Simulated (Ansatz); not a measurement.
Crystal: Li.

```
Li
1.0
    -1.75465    1.75465    1.75465
     1.75465   -1.75465    1.75465
     1.75465    1.75465   -1.75465
Li
1
Direct
  0.00000 0.00000 0.00000
```

* Program: Ansatz 0.2.0
* Task: relaxation of cell and atoms
* Functional: B3LYP
* Potentials or basis: Ansatz PAW
* Cutoff: 420 eV (not typed: the program's choice for these potentials)
* k mesh: 6 × 6 × 6
* Occupations: fermi-dirac, width 0.05 eV
* Spin: no spin polarisation

At the start: volume 21.61 Å³/atom.

How do energy, volume and symmetry change on relaxing?

It ends after 4 steps and the volume is 20.47 Å³/atom (-5.3 %); space group Im-3m (No. 229, to 0.05 Å).

Step by step:
```csv
step,energy change (eV),largest force (eV/Å),volume (Å³)
1,0.0000,0.0000,21.61
2,-0.0015,0.0000,21.14
3,-0.0023,0.0000,20.47
4,-0.0023,0.0000,20.47
```

Final structure:
```yaml
crystal:
  lattice:
    - [-1.72329, 1.72329, 1.72329]
    - [1.72329, -1.72329, 1.72329]
    - [1.72329, 1.72329, -1.72329]
  atoms:
    - { symbol: Li, position: [0.00000, 0.00000, 0.00000] }
```

Caveat: the k mesh is coarse (spacing up to 0.42 Å⁻¹), so the values aren't converged, least of all with exact exchange; the potentials were made for another functional, which shifts forces and pressure; the plane-wave basis is chosen anew once the cell has moved, so the energies of steps on either side of that aren't comparable.
